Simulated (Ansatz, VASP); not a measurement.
## GaN: VASP beside Ansatz

```
Ga N
1.0
     0.00000    2.13524    2.13524
     2.13524    0.00000    2.13524
     2.13524    2.13524    0.00000
Ga N
1 1
Direct
  0.00000 0.00000 0.00000
  0.50000 0.50000 0.50000
```

Measurements of this composition are mostly on another form, of space group No. 186.

Alike in both runs: task single point; functional HSE(alpha, omega); k mesh 6 × 6 × 6; occupations fermi-dirac, width 0.05 eV; no spin polarisation.

|  | VASP | Ansatz |
| --- | --- | --- |
| version | VASP 6.6.1 | Ansatz 0.2.0 |
| potentials or method | VASP PAW PBE potentials, release 64 (Ga_d, N) | Ansatz PAW |
| plane-wave cutoff (eV) | 520 | 420 |
| valence electrons in the cell | 18 | 18 |

|  | VASP | Ansatz | Ansatz less VASP |
| --- | --- | --- | --- |
| gap on the k mesh at the Fermi level (eV) | 0.85 | 0.86 | +0.010 |
| least direct gap on the mesh (eV) | 2.85 | 2.85 | -0.003 |
| pressure (GPa) | -3.6 | -4.5 | -0.90 |

The functional is the same, so the differences come from potentials, cutoffs and numerics.

Caveats: the k mesh is coarse (spacing up to 0.42 Å⁻¹), so the values aren't converged, least of all with exact exchange; the PAW data sets were made with another functional, which shifts forces and pressure a little (VASP); the pressure holds a Pulay correction of +0.6 GPa for the finite cutoff (Ansatz); the PAW data sets come from PBE, with cores solved anew for the run's functional, which leaves a small shift of forces and pressure (Ansatz); the thresholds are loose for stress (Ansatz). A k mesh can miss the band edges.
